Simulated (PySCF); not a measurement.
Here is a PySCF 2.14.0 calculation.

run.py

```python
import json
import numpy as np
from pyscf.pbc import gto, scf, dft, df

cell = gto.Cell()
cell.basis = 'DZVP-MOLOPT-HYB-GTH-q14'
cell.pseudo = 'GTH-HYB-q14'
cell.fromfile('POSCAR', format='poscar')
cell.ke_cutoff = 96  # hartree
cell.exp_to_discard = 0.02
cell.precision = 1e-08
cell.max_memory = 5880  # MB
cell.verbose = 4
cell.build()

res = {}
kpts = cell.make_kpts([2, 2, 2])
mf = dft.KRKS(cell, kpts, xc='0.1*HF + 0.9*GGA_X_PBE, GGA_C_PBE', exxdiv='ewald')
mf = mf.density_fit()
mf.with_df._cderi = 'cderi.h5'  # three-centre integrals saved by an earlier run on this cell, basis and mesh
mf.grids = dft.gen_grid.UniformGrids(cell)
mf = mf.smearing(sigma=0.00183747, method='fermi')  # hartree
mf.conv_tol = 1e-07
mf.max_cycle = 60

mf.kernel()
res.update(converged=bool(mf.converged), e_tot=mf.e_tot, nelec=cell.nelectron, nao=cell.nao, mesh=list(map(int, cell.mesh)), a=cell.lattice_vectors().tolist(), coords=cell.atom_coords().tolist(),
           mo_energy=[np.real(x).tolist() for x in mf.mo_energy], mo_occ=[np.real(x).tolist() for x in mf.mo_occ])
res.update(e_free=mf.e_free, e_zero=mf.e_zero)
res.update(kpts=cell.get_scaled_kpts(kpts).tolist())
res['parts'] = {k: float(np.real(v)) for k, v in mf.scf_summary.items() if np.isscalar(v)}
json.dump(res, open('results.json', 'w'))
if not mf.converged:
    raise SystemExit('SCF not converged')

print('levels (eV)')
for i, kp in enumerate(res['kpts'][:40]):
    print('k %7.4f %7.4f %7.4f  ' % tuple(kp), ' '.join('%.3f' % (x * 27.211386) for x in res['mo_energy'][i][:12]))

# Mulliken populations
dm, s = np.asarray(mf.make_rdm1()), np.asarray(mf.get_ovlp())
sites = cell.aoslice_by_atom()[:, 2:]
tot = np.einsum('kij,kji->i', dm, s).real / len(kpts)
res['mulliken'] = [cell.atom_charge(i) - tot[a0:a1].sum() for i, (a0, a1) in enumerate(sites)]
print('Mulliken charges', np.round(res['mulliken'], 5))
res['meta_lowdin'] = mf.mulliken_meta()[1].tolist()
res['done'] = True
json.dump(res, open('results.json', 'w'))
```

POSCAR

```
W
1.0
    0.0000000000      2.0300000000      2.0300000000
    2.0300000000      0.0000000000      2.0300000000
    2.0300000000      2.0300000000      0.0000000000
W
1
Direct
    0.0000000000      0.0000000000      0.0000000000
```

Potentials or basis: DZVP-MOLOPT-HYB/GTH-HYB (UZH) (potentials made for PBE0).

The run is started by

```bash
$ OMP_NUM_THREADS=4 python -u run.py > log
```

Problem. Estimate the band gap on the k mesh.

Solution. None (metal or under the smearing width).

Caveat: the k mesh is coarse (spacing up to 1.34 Å⁻¹), so the values aren't converged, least of all with exact exchange; on so small a mesh gaps with full-range exact exchange can be off by tenths of an eV to over 1 eV; the basis of atomic orbitals isn't converged, which shifts pressures, moduli and gaps. The run has no spin-orbit coupling, so splittings on W are missing.
